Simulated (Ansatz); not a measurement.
MoS2:

```xyz
6
Lattice="3.1690 0.0000 0.0000 -1.5845 2.7444 0.0000 0.0000 0.0000 12.3240" Properties=species:S:1:pos:R:3 pbc="T T T"
Mo    1.5845    0.9148    9.2430
Mo    0.0000    1.8296    3.0810
S     1.5845    0.9148    4.6461
S     0.0000    1.8296   10.8081
S     1.5845    0.9148    1.5159
S     0.0000    1.8296    7.6779
```

Program: Ansatz 0.2.0. Alike in all runs: cell as given; k mesh 10 × 10 × 3; smearing fermi-dirac 0.05 eV. Hardware: 2 threads of Intel(R) Xeon(R) Platinum 8259CL CPU @ 2.50GHz (Skylake/Cascade Lake), with other jobs on the host.

Question: Order these runs on this cell by their wall time, lowest first.
A. task single point; level PBE; potentials or basis JTH PAW; spin off; cutoff (eV) 1800
B. task band structure; level PBEsol; potentials or basis Ansatz PAW; spin off; cutoff (eV) 420; points for each segment of the path 14
C. task single point; level PBE; potentials or basis SPMS NC; spin off; cutoff (eV) 626
D. task band structure; level PBEsol; potentials or basis Ansatz PAW; spin SOC, no magnetisation; cutoff (eV) 420; points for each segment of the path 14
E. task single point; level PBE; potentials or basis Ansatz PAW; spin off; cutoff (eV) 420

Answer: E (2.4 s), C (5.3 s), B (12 s), A (28 s), D (71 s).
